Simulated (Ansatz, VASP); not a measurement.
# Sb in VASP and in Ansatz

Contents of POSCAR:

```
Sb
1.0
    3.0833436100      0.0000000000      0.0000000000
    0.0000000000      3.0833436100      0.0000000000
    0.0000000000      0.0000000000      3.0833436100
Sb
1
Direct
    0.0000000000      0.0000000000      0.0000000000
```

INCAR.step1

```
  PREC = Accurate
  ENCUT = 520
  ISMEAR = 0
  SIGMA = 0.1
  LREAL = False
  LASPH = True
  NELM = 60
  NBANDS = 8
  GGA = PE
  ALGO = Normal
  EDIFF = 1E-4
  LWAVE = True
  LCHARG = False
```

INCAR.step2

```
  PREC = Accurate
  ENCUT = 520
  EDIFF = 1E-7
  ISMEAR = 0
  SIGMA = 0.1
  LREAL = False
  LASPH = True
  NELM = 60
  ALGO = Normal
  ISIF = 2
  LWAVE = False
  LCHARG = False
  METAGGA = R2SCAN
  LMIXTAU = True
  NBANDS = 8
  ISTART = 1
```

File KPOINTS:

```
regular mesh
0
Gamma
  6 6 6
```

Input for Ansatz:

```yaml
crystal:
  lattice:
    - [3.08334361, 0.0, 0.0]
    - [0.0, 3.08334361, 0.0]
    - [0.0, 0.0, 3.08334361]
  atoms:
    - { symbol: Sb, position: [0.0, 0.0, 0.0] }
basis:
  ecutwfc: 500
kpoints:
  mp_grid: { grid: [6, 6, 6] }
hamiltonian:
  xc: r2scan
  pseudopotentials: { kind: paw, azcp: { folder: soft_1 } }
scf:
  occupations: { method: gaussian, width: 0.1 }
output:
  forces: true
  stress: true
  eigenvalues: true
```

This isn't the form of Sb at room conditions, which is rhombohedral.

Alike in both runs: task single point; functional r2SCAN; k mesh 6 × 6 × 6; occupations gaussian, width 0.1 eV; no spin polarisation.

```csv
,VASP,Ansatz
version,VASP 6.6.1,Ansatz 0.2.0
potentials or method,"VASP PAW PBE potentials, release 64 (Sb)","scalar-relativistic, plane waves, PAW"
plane-wave cutoff (eV),520,500
valence electrons in the cell,5,15
```

|  | VASP | Ansatz | Ansatz less VASP |
| --- | --- | --- | --- |
| gap on the k mesh at the Fermi level (eV) | none | none | - |
| pressure (GPa) | 0.2 | 0.2 | +0.02 |

A gap of «none» marks a metal or a gap that the smearing closes. The two sets of potentials don't hold the same shells in valence.

Caveats: the PAW data sets were made with another functional, which shifts forces and pressure a little (VASP). The runs have no spin-orbit coupling, so splittings on Sb are missing.
